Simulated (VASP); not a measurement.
# Mg (P6_3/mmc) in VASP: a series of runs, part 2 of 2

VASP 6.6.1. The steps go on from the part before.

## (3) Single point, PBE (strained and moved within a subgroup)

Contents of INCAR:

```
PREC = Accurate
ENCUT = 520
EDIFF = 1E-6
ISMEAR = 0
SIGMA = 0.1
LREAL = False
LASPH = True
NELM = 100
ALGO = Normal
ISIF = 2
LWAVE = False
LCHARG = False
GGA = PE
NBANDS = 9
```

Contents of KPOINTS:

```
regular mesh
0
Gamma
  12 12 8
```

Contents of POSCAR:

```
Mg
1.0
    3.4094337980      0.0000000000      0.0000000000
   -1.7047168989      2.9526562816      0.0000000000
    0.0000000000      0.0000000000      5.0663685821
Mg
2
Direct
    0.3333333333      0.6666666667      0.2500000000
    0.6666666667      0.3333333333      0.7500000000
```

Potentials or basis: VASP PAW PBE potentials, release 64 (Mg).

Run with:

```bash
$ cat potpaw_PBE.64/Mg/POTCAR > POTCAR
$ mpirun -np 1 vasp_std > vasp.out
```

OUTCAR:

```text
PREC = Accurate
   ENCUT = 520
   EDIFF = 1E-6
   ISMEAR = 0
   LREAL = False
   LASPH = True
   NELM = 100
   ISIF = 2
   GGA = PE

 ion  position               nearest neighbor table
   1  0.333  0.667  0.250-   2 3.21   2 3.21   2 3.21   2 3.21   2 3.21   2 3.21
   2  0.667  0.333  0.750-   1 3.21   1 3.21   1 3.21   1 3.21   1 3.21   1 3.21

  LATTYP: Found a hexagonal cell.
 ALAT       =     3.4094337980
 C/A-ratio  =     1.4859853226

  Lattice vectors:

 A1 = (   3.4094337980,   0.0000000000,   0.0000000000)
 A2 = (  -1.7047168989,   2.9526562816,   0.0000000000)
 A3 = (   0.0000000000,   0.0000000000,   5.0663685821)

Analysis of symmetry for initial positions (statically):
=====================================================================
 Subroutine PRICEL returns:
 Original cell was already a primitive cell.

 Routine SETGRP: Setting up the symmetry group for a
 hexagonal supercell.

 Subroutine GETGRP returns: Found 24 space group operations
 (whereof 12 operations were pure point group operations)
 out of a pool of 24 trial point group operations.

The static configuration has the point symmetry D_3d.
 The point group associated with its full space group is D_6h.

Analysis of symmetry for dynamics (positions and initial velocities):
=====================================================================
 Subroutine PRICEL returns:
 Original cell was already a primitive cell.

 Routine SETGRP: Setting up the symmetry group for a
 hexagonal supercell.

 Subroutine GETGRP returns: Found 24 space group operations
 (whereof 12 operations were pure point group operations)
 out of a pool of 24 trial point group operations.

The dynamic configuration has the point symmetry D_3d.
 The point group associated with its full space group is D_6h.

 Subroutine INISYM returns: Found 24 space group operations
 (whereof 12 operations are pure point group operations),
 and found     1 'primitive' translations

[... 121 lines left out ...]
   AEXX    =    0.0000 exact exchange contribution
   IVDW    =     0    specifies the selected vdW correction
   LEPSILON=     F    determine dielectric tensor
   LRPA    =     F    only Hartree local field effects (RPA)
 non-spin polarized calculation
 Gauss-broadening in eV      SIGMA  =   0.10
  energy-cutoff  :      520.00
  volume of cell :       51.00
 maximum number of plane-waves:      1404
 NGX is ok and might be reduce to    28
   NGX = 13   NGY = 13   NGZ = 19

 number of electron       4.0000000 magnetization

 Free energy of the ion-electron system (eV)
  ---------------------------------------------------
  ext. energy  EPLUGINS =         0.00000000
  ---------------------------------------------------
  free energy    TOTEN  =        -2.93521684 eV

  energy without entropy =       -2.92987852  energy(sigma->0) =       -2.93254768

 E-fermi :   2.1084     XC(G=0):  -8.1691

 val. band max:        2.0399848554   @ k =   0.2500   0.0000   0.0000
 cond. band min:       2.1202429445   @ k =   0.2500   0.1667   0.1250
 fundamental gap:      0.0802580891
 Fermi energy:         2.1084210692

 k-point     1 :       0.0000    0.0000    0.0000
  band No.  band energies     occupation
      1      -4.3854      2.00000
      2       1.0510      2.00000
      3       1.6672      2.00000
      4      11.2871      0.00000
      5      11.2871      0.00000
      6      11.5824      0.00000
      7      11.5824      0.00000
      8      13.2479      0.00000
      9      13.6627      0.00000
[... 265 lines left out ...]
 k-point    24 :       0.3333    0.0000    0.1250
  band No.  band energies     occupation
      1      -2.3911      2.00000
      2       1.7933      1.99999
      3       3.1524      0.00000
      4       4.7713      0.00000
      5       7.1848      0.00000
      6       8.1712      0.00000
      7       8.9972      0.00000
      8      10.5089      0.00000
      9      11.9538      0.00000

 [... further k-points ...]

------------------------ aborting loop because EDIFF is reached ----------------------------------------

  FORCE on cell =-STRESS in cart. coord.  units (eV):
  Direction    XX          YY          ZZ          XY          YZ          ZX
  --------------------------------------------------------------------------------------
  -------------------------------------------------------------------------------------
  Total       -1.2652527     -1.2652527     -0.3124892     -0.0000000      0.0000000      0.0000000
  in kB      -39.7462265    -39.7462265     -9.8164315     -0.0000000      0.0000000      0.0000000
  external PRESSURE =     -29.7696282 kB  Pullay stress =       0.0000000 kB

 VOLUME and BASIS-vectors are now :
 -----------------------------------------------------------------------------
  energy-cutoff  :      520.00
  volume of cell :       51.00
      direct lattice vectors                 reciprocal lattice vectors
     3.409433798  0.000000000  0.000000000     0.293303833  0.169339047  0.000000000
    -1.704716899  2.952656282  0.000000000     0.000000000  0.338678093  0.000000000
     0.000000000  0.000000000  5.066368582     0.000000000  0.000000000  0.197380033

 POSITION                                       TOTAL-FORCE (eV/Angst)
 -----------------------------------------------------------------------------------
     -0.00000      1.96844      1.26659        -0.000000     -0.000000      0.000000
      1.70472      0.98422      3.79978         0.000000      0.000000      0.000000
 -----------------------------------------------------------------------------------
    total drift:                                0.000000     -0.000000      0.000000

  FREE ENERGIE OF THE ION-ELECTRON SYSTEM (eV)
  ---------------------------------------------------
  free  energy   TOTEN  =        -2.9352168437 eV

  energy  without entropy=       -2.9298785219  energy(sigma->0) =       -2.93254768
```

OSZICAR:

```text
N       E                     dE             d eps       ncg     rms          rms(c)
DAV:   1    -0.109552526971E+00   -0.10955E+00   -0.12648E+03  1710   0.312E+02
DAV:   2    -0.290949587635E+01   -0.27999E+01   -0.27083E+01  2235   0.270E+01
DAV:   3    -0.294772796378E+01   -0.38232E-01   -0.37763E-01  2255   0.274E+00
DAV:   4    -0.294783430657E+01   -0.10634E-03   -0.10634E-03  2237   0.140E-01
DAV:   5    -0.294783483701E+01   -0.53044E-06   -0.53024E-06  2165   0.860E-03    0.979E-01
DAV:   6    -0.294263435072E+01    0.52005E-02   -0.91399E-04  2009   0.227E-01    0.629E-01
DAV:   7    -0.293520296841E+01    0.74314E-02   -0.36595E-03  1821   0.403E-01    0.372E-02
DAV:   8    -0.293521917556E+01   -0.16207E-04   -0.24383E-05  2431   0.289E-02    0.874E-03
DAV:   9    -0.293521721322E+01    0.19623E-05   -0.16067E-06  1967   0.626E-03    0.669E-04
DAV:  10    -0.293521684373E+01    0.36949E-06   -0.80568E-09  1080   0.542E-04
   1 F= -.29352168E+01 E0= -.29325477E+01  d E =-.533832E-02
```

It took 26 s on 1 thread of Intel Xeon Platinum 8488C (Sapphire Rapids), shared host; peak memory 0.2 GiB.

What came out:

| Item | Value |
| --- | --- |
| Free energy | -2.9352 eV |
| Pressure | -3.0 GPa |
| Band gap on the k mesh | none (metal or under the smearing width) |

Stress tensor (GPa, compression positive):
```
-3.97  0.00  0.00
 0.00 -3.97  0.00
 0.00  0.00 -0.98
```

Levels at points of the mesh, in eV from the Fermi level:
```
           k point  band 1  band 2  band 3  band 4  band 5  band 6  band 7
(0.00, 0.00, 0.00)   -6.49   -1.06   -0.44    9.18    9.18    9.47    9.47
(0.50, 0.00, 0.00)   -2.35   -2.16    2.66    3.19    3.61    3.80    5.57
(0.00, 0.00, 0.50)   -5.03   -5.03    6.06    6.06   10.25   10.25   10.25
(0.50, 0.00, 0.50)   -1.08   -1.08   -0.58   -0.58    6.83    6.83    7.56
```

## (4) Single point, PBE (strained and moved within a subgroup)

Contents of INCAR:

```
SYSTEM = Mg
  PREC = Accurate
  ENCUT = 520
  EDIFF = 1E-6
  ISMEAR = 0
  SIGMA = 0.1
  LREAL = .False.
  LASPH = .True.
  NELM = 100
  ALGO = Normal
  ISIF = 2
  LWAVE = .False.
  LCHARG = .True.
  GGA = PE
  LELF = .True.
  LVHAR = .True.
  NBANDS = 9
```

Contents of KPOINTS:

```
Automatic mesh
0
Gamma
  15 15 8
  0 0 0
```

Contents of POSCAR:

```
Mg
1.0
    3.1085645918      0.0000000000      0.0000000000
   -1.5542822959      2.6920959058      0.0000000000
    0.0000000000      0.0000000000      4.9686748946
Mg
2
Direct
    0.3333333333      0.6666666667      0.2500000000
    0.6666666667      0.3333333333      0.7500000000
```

Run with:

```bash
$ cat potpaw_PBE.64/Mg/POTCAR > POTCAR
$ mpirun -np 1 vasp_std > vasp.out
```

Run time: 24 s. Hardware: 1 thread of Intel Xeon Platinum 8488C (Sapphire Rapids), shared host; peak memory 0.18 GiB.

It converged, with:

```yaml
Free_energy: -2.9651 eV
Pressure: 4.2 GPa
Band_gap_on_the_k_mesh: none (metal or under the smearing width)
```

Stress tensor (GPa, compression positive):
```
4.14 0.00 0.00
0.00 4.14 0.00
0.00 0.00 4.28
```

Levels at points of the mesh, in eV from the Fermi level:
| k point | band 1 | band 2 | band 3 | band 4 | band 5 | band 6 | band 7 |
| --- | --- | --- | --- | --- | --- | --- | --- |
| (0.00, 0.00, 0.00) | -7.37 | -1.75 | -1.08 | 11.35 | 11.35 | 11.64 | 11.64 |
| (0.00, 0.00, 0.50) | -5.85 | -5.85 | 5.59 | 5.59 | 12.13 | 12.13 | 12.13 |
